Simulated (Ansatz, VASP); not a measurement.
**C in VASP and in Ansatz**

File INCAR:

```
ALGO = Normal ; EDIFF = 1E-6
EDIFFG = -0.04 ; ENCUT = 600
GGA = PE ; IBRION = 2
ISIF = 3 ; ISMEAR = 0
LASPH = T ; LCHARG = F
LREAL = F ; LWAVE = F
NELM = 80 ; NSW = 90
PREC = Accurate ; SIGMA = 0.1
```

Contents of KPOINTS:

```
k-points
0
Gamma
  9 9 6
```

Contents of POSCAR:

```
C
1.0
    2.1060709983      0.0000000000      0.0000000000
   -1.0530354991      1.8239109867      0.0000000000
    0.0000000000      0.0000000000      3.5288929165
C
2
Direct
    0.3333333333      0.6666666667      0.2500000000
    0.6666666667      0.3333333333      0.7500000000
```

Input for Ansatz:

```yaml
crystal:
  lattice:
    - [2.1060709983, 0.0, 0.0]
    - [-1.0530354991, 1.8239109867, 0.0]
    - [0.0, 0.0, 3.5288929165]
  atoms:
    - { symbol: C, position: [0.3333333333, 0.6666666667, 0.25] }
    - { symbol: C, position: [0.6666666667, 0.3333333333, 0.75] }
basis:
  ecutwfc: 420
kpoints:
  mp_grid: { grid: [9, 9, 6] }
hamiltonian:
  xc: pbe
scf:
  occupations: { method: gaussian, width: 0.1 }
  lower_state_search: "off"
output:
  forces: true
  stress: true
  eigenvalues: true
relax:
  adjacent_minimum: "off"
  f_tol: 0.04
  max_steps: 70
  cell: { stress_tol: 0.4 }
```

Alike in both runs: task relaxation of cell and atoms; functional PBE; k mesh 9 × 9 × 6; occupations gaussian, width 0.1 eV; no spin polarisation.

```csv
,VASP,Ansatz
version,VASP 6.6.1,Ansatz 0.2.0
potentials or method,"VASP PAW PBE potentials, release 64 (C)","scalar-relativistic, plane waves, PAW"
plane-wave cutoff (eV),600,420
valence electrons in the cell,8,8
```

Ansatz gave:

| Item | Value |
| --- | --- |
| gap on the k mesh at the Fermi level, each at its own relaxed structure (eV) | none |
| relaxed volume (Å³/atom) | 7.03 |
| relaxed cell length with the largest relative difference (Å) | 3.688 |
| energy change over the relaxation (meV/atom) | -17 |

**Question.** Which values does VASP return?

**Answer.** gap on the k mesh at the Fermi level, each at its own relaxed structure (eV): none; relaxed volume (Å³/atom): 7.03; relaxed cell length with the largest relative difference (Å): 3.690; energy change over the relaxation (meV/atom): -17.

A gap of «none» marks a metal or a gap that the smearing closes.

Caveats: the k mesh is coarse (spacing up to 0.38 Å⁻¹), so the values aren't converged.
